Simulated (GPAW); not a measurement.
Here is a GPAW 26.7.0 calculation.

Contents of run.py:

```python
from ase.dft.bandgap import bandgap
from ase.io import read, write
from ase.units import GPa
from gpaw import GPAW, PW

atoms = read('CdTe.xyz')

calc = GPAW(mode=PW(600),
            xc='RPBE',
            kpts={'size': (7, 7, 7), 'gamma': True},
            occupations={'name': 'fermi-dirac', 'width': 0.05},
            nbands=18,
            convergence={'density': 1e-05, 'energy': 1e-05},
            maxiter=150,
            txt='gpaw.txt')
atoms.calc = calc
energy = atoms.get_potential_energy()
forces = atoms.get_forces()
stress = atoms.get_stress()
calc.write('gs.gpw')
write('result.traj', atoms)
print(f'Energy: {energy:.6f} eV')
print('Forces (eV/A):')
print(forces.round(4))
print('Stress (GPa):', (stress / GPa).round(3))
print('Fermi level:', round(calc.get_fermi_level(), 4), 'eV')
print(f'Gap: {bandgap(calc)[0]:.4f} eV, direct: {bandgap(calc, direct=True)[0]:.4f} eV')

path = atoms.cell.bandpath('GXWKGLUWLK,UX', npoints=100, eps=1e-4)
bs_calc = calc.fixed_density(kpts=path, symmetry='off', nbands=31,
                             convergence={'bands': 'CBM+6.0', 'eigenstates': 1e-6}, txt='bands.txt')
bs = bs_calc.band_structure()
bs.write('bs.json')
print(f'Gap on the path: {bandgap(bs_calc)[0]:.4f} eV')
```

File CdTe.xyz:

```xyz
2
Lattice="0.0000000000 3.2050000000 3.2050000000 3.2050000000 0.0000000000 3.2050000000 3.2050000000 3.2050000000 0.0000000000" Properties=species:S:1:pos:R:3 pbc="T T T"
Te     4.8075000000      4.8075000000      4.8075000000
Cd     0.0000000000      0.0000000000      0.0000000000
```

Potentials or basis: the program's PAW data sets (release 1.2.1) made for this functional, pw.

Command:

```console
$ OMP_NUM_THREADS=1 python run.py
```

Question: Estimate the band gap along the path.

Answer: 1.02 eV, direct.

Question: Estimate the band gap on the k mesh.

Answer: 1.02 eV, direct.

Levels at the corners of the path, in eV from the valence-band top:
| point | band 5 | band 6 | band 7 | band 8 | band 9 | band 10 | band 11 | band 12 | band 13 | band 14 |
| --- | --- | --- | --- | --- | --- | --- | --- | --- | --- | --- |
| Γ | -8.08 | -8.08 | 0.00 | 0.00 | 0.00 | 1.02 | 4.63 | 4.63 | 4.63 | 7.75 |
| X | -8.05 | -7.54 | -4.43 | -1.97 | -1.97 | 2.70 | 2.77 | 9.18 | 9.38 | 9.38 |
| W | -8.08 | -7.44 | -4.31 | -2.43 | -2.31 | 4.41 | 4.82 | 5.70 | 6.43 | 9.97 |
| K | -8.06 | -7.49 | -4.33 | -2.67 | -1.64 | 3.00 | 4.66 | 7.54 | 7.60 | 8.09 |
| Γ | -8.08 | -8.08 | 0.00 | 0.00 | 0.00 | 1.02 | 4.63 | 4.63 | 4.63 | 7.75 |
| L | -8.07 | -7.69 | -4.57 | -0.83 | -0.83 | 1.96 | 5.25 | 5.25 | 7.32 | 8.96 |
| U | -8.06 | -7.49 | -4.33 | -2.67 | -1.64 | 3.00 | 4.66 | 7.54 | 7.60 | 8.09 |
| W | -8.08 | -7.44 | -4.31 | -2.43 | -2.31 | 4.41 | 4.82 | 5.70 | 6.43 | 9.97 |
| L | -8.07 | -7.69 | -4.57 | -0.83 | -0.83 | 1.96 | 5.25 | 5.25 | 7.32 | 8.96 |
| K | -8.06 | -7.49 | -4.33 | -2.67 | -1.64 | 3.00 | 4.66 | 7.54 | 7.60 | 8.09 |
| U | -8.06 | -7.49 | -4.33 | -2.67 | -1.64 | 3.00 | 4.66 | 7.54 | 7.60 | 8.09 |
| X | -8.05 | -7.54 | -4.43 | -1.97 | -1.97 | 2.70 | 2.77 | 9.18 | 9.38 | 9.38 |

Caveat: spin-orbit coupling is left out, which moves the levels of the heavy elements.

**Experimental background.**

From a printed reference work, data compilation, for a bulk crystal of CdTe at 0 K: band gap 1.607 eV.

Against the measured gap of CdTe, 1.607 eV (0 K; a printed reference work, data compilation), the calculated 1.02 eV is off by -0.58 eV. Spin-orbit coupling on Cd, Te is left out. The value is that of RPBE, without temperature or zero-point motion. Semilocal functionals fall short of measured gaps as a rule.
